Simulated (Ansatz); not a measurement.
# CdS: the cost of one run

Method: DFT r2SCAN, scalar-relativistic, plane waves, PAW, in Ansatz 0.2.0.

1 further run of the same task is left out (set aside as unsound or not needed).

## 1. The system as given

The structure is hexagonal, space group P6_3mc (No. 186). The conventional cell has a = 3.235 Å, b = 3.235 Å, c = 5.212 Å, α = 90.00°, β = 90.00°, γ = 120.00°. Zn (site symmetry 3m) is surrounded by 4 O at 1.97 to 1.98 Å. Around O (site symmetry 3m) lie 4 Zn at 1.97 to 1.98 Å.

Coordinates:

```cif
data_structure
_symmetry_space_group_name_H-M 'P 1'
_symmetry_Int_Tables_number 1
_cell_length_a 3.2349
_cell_length_b 3.2349
_cell_length_c 5.2123
_cell_angle_alpha 90.000
_cell_angle_beta 90.000
_cell_angle_gamma 120.000
_cell_volume 47.24
loop_
_atom_site_label
_atom_site_type_symbol
_atom_site_fract_x
_atom_site_fract_y
_atom_site_fract_z
_atom_site_occupancy
Zn1 Zn 0.66667 0.33333 0.50043 1
Zn2 Zn 0.33333 0.66667 0.00043 1
O1 O 0.66667 0.33333 0.87988 1
O2 O 0.33333 0.66667 0.37988 1
```

It goes back to an entry of the Materials Project.

It is the result of an earlier relaxation at this level (volume 11.81 Å³/atom; gap on the mesh: 1.24 eV).

## 2. Swap O → S, Zn → Cd

The start of CdS: fractional positions of relaxed ZnO, cell scaled by 1.200, a guess from tabulated radii.

## 3. Probe: one point at the start (CdS)

input.yaml reads:

```yaml
crystal:
  lattice:
    - [3.8826845894, 0.0, 0.0]
    - [-1.9413422947, 3.3625034893, 0.0]
    - [0.0, 0.0, 6.2561297963]
  atoms:
    - { symbol: Cd, position: [0.6666666667, 0.3333333333, 0.5004294475] }
    - { symbol: Cd, position: [0.3333333333, 0.6666666667, 0.0004294475] }
    - { symbol: S, position: [0.6666666667, 0.3333333333, 0.8798805525] }
    - { symbol: S, position: [0.3333333333, 0.6666666667, 0.3798805525] }
basis:
  ecutwfc: 500
kpoints:
  mp_grid: { grid: [6, 6, 4] }
hamiltonian:
  xc: r2scan
scf:
  occupations: { method: gaussian, width: 0.1 }
output:
  forces: true
  stress: true
  eigenvalues: true
```

Command:

```console
ansatz run input.yaml --threads 1 --pin off --max-ram 2560MiB --backend cpu --events-out ev --progress --plain --runs-dir out
```

What time and memory should one allow on 1 thread of Intel Xeon at 2.50GHz (Skylake/Cascade Lake), shared host?

About 17 s, with a peak of 0.52 GiB.
